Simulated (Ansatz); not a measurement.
# armchair graphene nanoribbon (N = 5, H edges): bands under strain, part 2 of 3

What gap, if any, does the armchair graphene nanoribbon (N = 5, H edges) have, and how does it change under strain?

Ansatz 0.2.0; DFT PBE, plane waves, PAW; relaxation of a wire's period (the session's first sound run).

So far, band gap (eV): step 3 (bands of the perfect wire) 0.405.

### Step 4. At a strained period, period over the relaxed period 0.96, k-mesh 1×1×15

This step: DFT PBE, plane waves, PAW; relaxation at a fixed period (Ansatz 0.2.0).

The period is set to 0.96 times the relaxed one and the atoms relax within it: strain changes bond lengths and angles, which shifts the bands against each other. Against the first PBE run of this kind, the mesh along the wire has 15 points against 19.

The cell differs from the one that the last finished run ended in (c 4.313 → 4.140 Å).

The input, input.yaml:

```yaml
crystal:
  lattice:
    - [13.772, 0.0, 0.0]
    - [0.0, 7.0, 0.0]
    - [0.0, 0.0, 4.1401219205]
  atoms:
    - { symbol: C, position: [0.32300084, 0.5, 0.007683782] }
    - { symbol: C, position: [0.500011569, 0.5, 0.999778395] }
    - { symbol: C, position: [0.677022298, 0.5, 0.007683782] }
    - { symbol: C, position: [0.32300084, 0.5, 0.325649551] }
    - { symbol: C, position: [0.500011569, 0.5, 0.333554939] }
    - { symbol: C, position: [0.677022298, 0.5, 0.325649551] }
    - { symbol: H, position: [0.253260919, 0.5, 0.444180518] }
    - { symbol: H, position: [0.746762219, 0.5, 0.444180518] }
    - { symbol: C, position: [0.410344303, 0.5, 0.500129446] }
    - { symbol: C, position: [0.589678835, 0.5, 0.500129446] }
    - { symbol: C, position: [0.410344303, 0.5, 0.833203887] }
    - { symbol: C, position: [0.589678835, 0.5, 0.833203887] }
    - { symbol: H, position: [0.253260919, 0.5, 0.889152815] }
    - { symbol: H, position: [0.746762219, 0.5, 0.889152815] }
kpoints:
  mp_grid: { grid: [1, 1, 15] }
  band_path: { path: ["Γ", Z], npoints: 90 }
scf:
  occupations: { method: fermi_dirac, width: 0.05 }
hamiltonian:
  xc: pbe
relax:
  max_steps: 40
  f_tol: 0.02
output:
  stress: true
```

Launch:

```
$ ansatz run input.yaml --threads 4 --pin off --max-ram 16384MiB --backend cpu --events-out ev --progress --plain --runs-dir out
```

Numbers of over 12 decimals in the logs are rounded to 6 here.

What it wrote:

```text
Warning: output.stress: scf.convergence.dr2_threshold = 1e-7 eV (the SCF's general default) is looser than the 1.4e-9 eV advised for a printed stress (1e-10 eV for each atom of the cell: 14). What an SCF threshold leaves in a stress goes as its square root, and in the free energy as the threshold itself, and one threshold admits the most on a small cell: [figures from the program's tests cut] Every solve of this run  [...]
[...]
Crystal: 14 atoms, lattice volume = 399.124 Å³
Basis set: ecut = 420 eV, 7769 PW (Γ), exchange–correlation on 192×96×60 points (8 copies of the dense FFT grid, shifted against one another)
Bands: 36, of which v1, the nominal top of the filled ones, is band 22 counted from 1 (21 counted from 0)
Symmetry: 8 space group operations
[...]
k-points: 8 of 15
[...]
SCF iter   1: F=—  HF=-2572.067951 eV  |F-HF|=—  |Δ(HF+E_count)|=         —  Δρ=2.70e-3  dr2=7.85e-2  ethr=1.77e-3  ⟨swp⟩=8.2  Hψ=1651  notcnv=0  defer=22
[...]
SCF iter   6: F=-2572.052824 eV  HF=-2572.052823 eV  |F-HF|=1.24e-6  |Δ(HF+E_count)|=   7.51e-5  Δρ=2.04e-5  dr2=1.29e-6  ethr=2.27e-8  ⟨swp⟩=5.0  Hψ=917  notcnv=0
SCF 1 converged in 6 iterations: F = -2572.052824 eV  dr2 = 1.29e-6
[...]
relax step   1: F+E_penalty+E_count = -2572.05282448 eV  Δ(F+E_penalty+E_count) = +0.000e0 eV  max|allowed force component| = 1.609e0 eV/Å  Δτ_max = 0.0000 Å  (6 SCF iters, dr2 threshold 1.00e-5 eV, accepted)
[...]
SCF iter   5: F=-2572.158694 eV  HF=-2572.158694 eV  |F-HF|=4.58e-7  |Δ(HF+E_count)|=   2.93e-6  Δρ=3.38e-5  dr2=3.57e-6  ethr=2.27e-7  ⟨swp⟩=3.0  Hψ=991  notcnv=0
SCF 2 converged in 5 iterations: F = -2572.158694 eV  dr2 = 3.57e-6
[...]
relax step   2: F+E_penalty+E_count = -2572.15869371 eV  Δ(F+E_penalty+E_count) = -1.059e-1 eV  max|allowed force component| = 3.676e-1 eV/Å  Δτ_max = 0.0376 Å  (5 SCF iters, dr2 threshold 1.00e-4 eV, accepted)
SCF iter   1: F=—  HF=-2572.172297 eV  |F-HF|=—  |Δ(HF+E_count)|=         —  Δρ=1.76e-3  dr2=7.50e-3  ethr=2.24e-4  ⟨swp⟩=4.0  Hψ=691  notcnv=0  defer=65
[...]
SCF iter   5: F=-2572.170577 eV  HF=-2572.170577 eV  |F-HF|=1.08e-7  |Δ(HF+E_count)|=   1.41e-6  Δρ=1.19e-5  dr2=3.71e-7  ethr=1.92e-8  ⟨swp⟩=5.0  Hψ=913  notcnv=0
SCF 3 converged in 5 iterations: F = -2572.170577 eV  dr2 = 3.71e-7
[...]
relax step   3: F+E_penalty+E_count = -2572.17057750 eV  Δ(F+E_penalty+E_count) = -1.188e-2 eV  max|allowed force component| = 1.058e-1 eV/Å  Δτ_max = 0.0154 Å  (5 SCF iters, dr2 threshold 8.44e-6 eV, accepted)
[...]
relax step   4: F+E_penalty+E_count = -2572.17077450 eV  Δ(F+E_penalty+E_count) = -1.970e-4 eV  max|allowed force component| = 3.667e-2 eV/Å  Δτ_max = 0.0040 Å  (4 SCF iters, dr2 threshold 6.99e-7 eV, accepted)
SCF iter   1: F=—  HF=-2572.170720 eV  |F-HF|=—  |Δ(HF+E_count)|=         —  Δρ=1.45e-4  dr2=5.86e-5  ethr=1.06e-6  ⟨swp⟩=2.2  Hψ=573  notcnv=0  defer=65
[...]
SCF iter   4: F=-2572.170881 eV  HF=-2572.170881 eV  |F-HF|=6.89e-9  |Δ(HF+E_count)|=   1.08e-7  Δρ=5.77e-6  dr2=6.24e-8  ethr=2.27e-10  ⟨swp⟩=3.9  Hψ=1016  notcnv=0
SCF 5 converged in 4 iterations: F = -2572.170881 eV  dr2 = 6.24e-8
relax step   5: F+E_penalty+E_count = -2572.17088074 eV  Δ(F+E_penalty+E_count) = -1.062e-4 eV  max|allowed force component| = 8.103e-4 eV/Å  Δτ_max = 0.0016 Å  (4 SCF iters, accepted)
[...]
the band table was solved once a step of the walk had ended and its energy, with any forces and stress, was formed, with the checks that follow a solve (2073 applications of the Hamiltonian). They found nothing against the state; the energy, forces and stress were not computed again (output.eigenvalues in the input reference)
[...]
SCF converged after 4 iterations
Free energy (F): -2572.170881 eV
[...]
Internal energy: -2572.170855 eV  (E = F + TS)
E sigma→0 (E₀):  -2572.170868 eV
Entropy (-TS):   -0.000025 eV (-0.002 meV/atom)
Fermi energy:    -1.112488 eV
[...]
--- Forces (eV/Å), atoms counted from 1 ---
  atom   1  C      0.00001645     0.00000000    -0.00081032
  atom   2  C      0.00000000     0.00000000     0.00044032
  atom   3  C     -0.00001645     0.00000000    -0.00081032
  atom   4  C      0.00001645     0.00000000     0.00081032
  atom   5  C      0.00000000     0.00000000    -0.00044032
  atom   6  C     -0.00001645     0.00000000     0.00081032
  atom   7  H      0.00077123     0.00000000    -0.00054105
  atom   8  H     -0.00077123     0.00000000    -0.00054105
  atom   9  C     -0.00015078    -0.00000000    -0.00037819
  atom  10  C      0.00015078     0.00000000    -0.00037819
  atom  11  C     -0.00015078     0.00000000     0.00037819
  atom  12  C      0.00015078     0.00000000     0.00037819
  atom  13  H      0.00077123     0.00000000     0.00054105
  atom  14  H     -0.00077123     0.00000000     0.00054105
  max |Σ_I F_I| component: 2.17e-19 eV/Å
--- Stress (GPa, compression-positive) ---
       -0.007224       0.000000       0.000000
        0.000000       0.098742       0.000000
        0.000000       0.000000       8.165522
  P = ⅓ Tr σ = 2.7523 GPa (27.523 kbar)
--- Band table (eV; the first three rows and the last of 8) ---
  k-point 0: bands = [... 18 lower, -4.6372, -4.2297, -2.5529, -1.5396, -0.6850, 0.3007, 1.3776, 2.1014, ... 10 higher]
  k-point 1: bands = [... 18 lower, -4.7080, -4.2144, -2.7704, -1.7906, -0.4584, 0.5401, 1.4145, 2.0761, ... 10 higher]
  k-point 2: bands = [... 18 lower, -4.9085, -4.1710, -3.2774, -2.2630, -0.0534, 1.1108, 1.5256, 1.8757, ... 10 higher]
  k-point 7: bands = [... 18 lower, -6.2491, -5.2714, -4.7607, -3.7992, 0.6960, 2.1892, 2.7105, 3.1756, ... 10 higher]
--- Relaxed structure (5 steps of the walk, 5 accepted, 0 SCFs on fresh bases) ---
  F+E_penalty+E_count = -2572.17088074 eV   max|allowed force component| = 8.103e-4 eV/Å
  atoms:
    - { symbol: C, position: [0.320733, 0.500000, 0.00399399] }
    - { symbol: C, position: [0.500011569, 0.500000, 0.998168] }
    - { symbol: C, position: [0.679290, 0.500000, 0.00399399] }
    - { symbol: C, position: [0.320733, 0.500000, 0.329339] }
    - { symbol: C, position: [0.500011569, 0.500000, 0.335165] }
    - { symbol: C, position: [0.679290, 0.500000, 0.329339] }
    - { symbol: H, position: [0.251917, 0.500000, 0.456289] }
    - { symbol: H, position: [0.748106, 0.500000, 0.456289] }
    - { symbol: C, position: [0.409805, 0.500000, 0.498617] }
    - { symbol: C, position: [0.590218, 0.500000, 0.498617] }
    - { symbol: C, position: [0.409805, 0.500000, 0.834716] }
    - { symbol: C, position: [0.590218, 0.500000, 0.834716] }
    - { symbol: H, position: [0.251917, 0.500000, 0.877045] }
    - { symbol: H, position: [0.748106, 0.500000, 0.877045] }
```

Elapsed: 15 s, on 4 threads of Arm Neoverse V1, shared host; peak memory 1 GiB; 57 s of CPU time.

Step by step:

```csv
step,energy less that of the first step (eV),largest force component (eV/Å)
1,0.0000,1.6090
2,-0.1059,0.3676
3,-0.1178,0.1058
4,-0.1180,0.0367
5,-0.1181,0.0008
```

The run keeps the 8 symmetry operations that it works with, so distortions that break them were not tested.

The atoms that moved most (Å):

```csv
atom,dx,dy,dz,length
H7,-0.019,0.000,0.050,0.053
H8,0.019,0.000,0.050,0.053
H13,-0.019,0.000,-0.050,0.053
H14,0.019,0.000,-0.050,0.053
C6,0.031,0.000,0.015,0.035
C4,-0.031,0.000,0.015,0.035
C3,0.031,0.000,-0.015,0.035
C1,-0.031,0.000,-0.015,0.035
```

The relaxed structure:

```xyz
14
Lattice="13.7720 0.0000 0.0000 0.0000 7.0000 0.0000 0.0000 0.0000 4.1401" Properties=species:S:1:pos:R:3
C     4.4171    3.5000    0.0165
C     6.8862    3.5000    4.1325
C     9.3552    3.5000    0.0165
C     4.4171    3.5000    1.3635
C     6.8862    3.5000    1.3876
C     9.3552    3.5000    1.3635
H     3.4694    3.5000    1.8891
H    10.3029    3.5000    1.8891
C     5.6438    3.5000    2.0643
C     8.1285    3.5000    2.0643
C     5.6438    3.5000    3.4558
C     8.1285    3.5000    3.4558
H     3.4694    3.5000    3.6311
H    10.3029    3.5000    3.6311
```

Numbers from this step:

```
band gap : 0.8546 eV
```

The electronic bands at the labelled points (eV, zero at the Fermi level):

```csv
point,band 19,band 20,band 21,band 22,band 23,band 24,band 25,band 26
Γ,-3.52,-3.12,-1.44,-0.43,0.43,1.41,2.49,3.21
halfway,-4.24,-3.28,-2.90,-2.07,1.81,2.48,3.01,3.50
Z,-5.34,-4.05,-3.77,-2.68,1.79,3.49,3.63,4.47
```

The gap is 0.855 eV, against 0.405 eV under PBE at the relaxed period.

### Step 5. Strain along the wire, period over the relaxed period 0.98, k-mesh 1×1×15

The period is set to 0.98 times the relaxed one and the atoms relax within it: strain changes bond lengths and angles, which shifts the bands against each other. Against the first PBE run of this kind, the mesh along the wire has 15 points against 19.

The cell differs from the one that the last finished run ended in (c 4.140 → 4.226 Å).

Changes to input.yaml since step 4:

```diff
@@ -4,3 +4,3 @@
     - [0.0, 7.0, 0.0]
-    - [0.0, 0.0, 4.1401219205]
+    - [0.0, 0.0, 4.2263744605]
   atoms:
```

What it wrote:

```text
[...]
Crystal: 14 atoms, lattice volume = 407.439 Å³
Basis set: ecut = 420 eV, 7967 PW (Γ), exchange–correlation on 192×96×60 points (8 copies of the dense FFT grid, shifted against one another)
Bands: 36, of which v1, the nominal top of the filled ones, is band 22 counted from 1 (21 counted from 0)
Symmetry: 8 space group operations
[...]
- { symbol: C, position: [0.678149, 0.5, 0.327404] }
    - { symbol: H, position: [0.252683, 0.5, 0.450608] }
    - { symbol: H, position: [0.747340, 0.5, 0.450608] }
    - { symbol: C, position: [0.410107, 0.5, 0.499543] }
    - { symbol: C, position: [0.589916, 0.5, 0.499543] }
    - { symbol: C, position: [0.410107, 0.5, 0.833790] }
    - { symbol: C, position: [0.589916, 0.5, 0.833790] }
    - { symbol: H, position: [0.252683, 0.5, 0.882725] }
    - { symbol: H, position: [0.747340, 0.5, 0.882725] }
[key lines of the parts left out:]
SCF converged after 4 iterations
Free energy (F): -2572.480962 eV
Fermi energy:    -1.238155 eV
P = ⅓ Tr σ = 1.3223 GPa (13.223 kbar)
```

Run time: 14 s. Hardware: 4 threads; peak memory 1 GiB.

Relaxation path:

```csv
step,energy less that of the first step (eV),largest force component (eV/Å)
1,0.0000,0.6760
2,-0.0244,0.1573
3,-0.0271,0.0427
4,-0.0272,0.0057
```

Forces are held to the 8 operations that the run works with; a distortion that breaks them can't arise in this run.

The atoms that moved most (Å):

```csv
atom,dx,dy,dz,length
H8,0.008,0.000,0.027,0.028
H7,-0.008,0.000,0.027,0.028
H14,0.008,0.000,-0.027,0.028
H13,-0.008,0.000,-0.027,0.028
C6,0.016,0.000,0.007,0.017
C4,-0.016,0.000,0.007,0.017
C3,0.016,0.000,-0.007,0.017
C1,-0.016,0.000,-0.007,0.017
```

Final coordinates:

```xyz
14
Lattice="13.7720 0.0000 0.0000 0.0000 7.0000 0.0000 0.0000 0.0000 4.2264" Properties=species:S:1:pos:R:3
C     4.4329    3.5000    0.0251
C     6.8862    3.5000    4.2225
C     9.3395    3.5000    0.0251
C     4.4329    3.5000    1.3837
C     6.8862    3.5000    1.4127
C     9.3395    3.5000    1.3837
H     3.4799    3.5000    1.9044
H    10.2924    3.5000    1.9044
C     5.6480    3.5000    2.1113
C     8.1243    3.5000    2.1113
C     5.6480    3.5000    3.5239
C     8.1243    3.5000    3.5239
H     3.4799    3.5000    3.7307
H    10.2924    3.5000    3.7307
```

Electronic bands along the path, in eV, zero at the Fermi level:

```csv
point,band 19,band 20,band 21,band 22,band 23,band 24,band 25,band 26
Γ,-3.44,-2.96,-1.56,-0.32,0.32,1.40,2.59,3.18
halfway,-4.21,-3.28,-2.76,-2.03,1.84,2.48,3.09,3.42
Z,-5.24,-3.98,-3.65,-2.57,1.86,3.50,3.71,4.49
```

The gap is 0.632 eV, against 0.405 eV under PBE at the relaxed period.

### Step 6. At a strained period, period over the relaxed period 1.02, k-mesh 1×1×14

The period is set to 1.02 times the relaxed one and the atoms relax within it: strain changes bond lengths and angles, which shifts the bands against each other. Against the first PBE run of this kind, the mesh along the wire has 14 points against 19.

The cell differs from the one that the last finished run ended in (c 4.226 → 4.399 Å).

Changes to input.yaml since step 5:

```diff
@@ -4,3 +4,3 @@
     - [0.0, 7.0, 0.0]
-    - [0.0, 0.0, 4.2263744605]
+    - [0.0, 0.0, 4.3988795405]
   atoms:
@@ -21,3 +21,3 @@
 kpoints:
-  mp_grid: { grid: [1, 1, 15] }
+  mp_grid: { grid: [1, 1, 14] }
   band_path: { path: ["Γ", Z], npoints: 90 }
```

What it wrote:

```text
[...]
Crystal: 14 atoms, lattice volume = 424.070 Å³
Basis set: ecut = 420 eV, 8291 PW (Γ), exchange–correlation on 192×96×60 points (8 copies of the dense FFT grid, shifted against one another)
Bands: 36, of which v1, the nominal top of the filled ones, is band 22 counted from 1 (21 counted from 0)
Symmetry: 8 space group operations
[...]
- { symbol: C, position: [0.675941, 0.5, 0.323894] }
    - { symbol: H, position: [0.253917, 0.5, 0.438174] }
    - { symbol: H, position: [0.746106, 0.5, 0.438174] }
    - { symbol: C, position: [0.410523, 0.5, 0.500301] }
    - { symbol: C, position: [0.589500, 0.5, 0.500301] }
    - { symbol: C, position: [0.410523, 0.5, 0.833032] }
    - { symbol: C, position: [0.589500, 0.5, 0.833032] }
    - { symbol: H, position: [0.253917, 0.5, 0.895160] }
    - { symbol: H, position: [0.746106, 0.5, 0.895160] }
[key lines of the parts left out:]
SCF converged after 3 iterations
Free energy (F): -2572.486917 eV
Fermi energy:    -1.465568 eV
P = ⅓ Tr σ = -1.0975 GPa (-10.975 kbar)
```

Wall time 15 s (4 threads); peak memory 1.1 GiB.

The steps of the relaxation:

```csv
step,energy less that of the first step (eV),largest force component (eV/Å)
1,0.0000,0.4994
2,-0.0209,0.1379
3,-0.0229,0.0197
4,-0.0229,0.0200
```

Forces are held to the 8 operations that the run works with; a distortion that breaks them can't arise in this run.

The atoms that moved most (Å):

```csv
atom,dx,dy,dz,length
H14,-0.009,0.000,0.026,0.028
H13,0.009,0.000,0.026,0.028
H8,-0.009,0.000,-0.026,0.028
H7,0.009,0.000,-0.026,0.028
C1,0.015,0.000,0.008,0.017
C3,-0.015,0.000,0.008,0.017
C4,0.015,0.000,-0.008,0.017
C6,-0.015,0.000,-0.008,0.017
```

Final coordinates:

```xyz
14
Lattice="13.7720 0.0000 0.0000 0.0000 7.0000 0.0000 0.0000 0.0000 4.3989" Properties=species:S:1:pos:R:3
C     4.4633    3.5000    0.0415
C     6.8862    3.5000    4.3995
C     9.3091    3.5000    0.0415
C     4.4633    3.5000    1.4248
C     6.8862    3.5000    1.4657
C     9.3091    3.5000    1.4248
H     3.4969    3.5000    1.9275
H    10.2754    3.5000    1.9275
C     5.6537    3.5000    2.2008
C     8.1186    3.5000    2.2008
C     5.6537    3.5000    3.6644
C     8.1186    3.5000    3.6644
H     3.4969    3.5000    3.9377
H    10.2754    3.5000    3.9377
```

The gap is 0.179 eV, against 0.405 eV under PBE at the relaxed period.

(Continued in part 3 of 3.)

[Logs are printed without paths, hosts, clocks, repeated set-up lines and the standing remarks that a program may print on its own settings, such as how far it seeks lower states.]

[Hosts, paths, dates, database ids (printed as entryN), source tags and the programs' standing remarks are cut or masked in the printed files.]
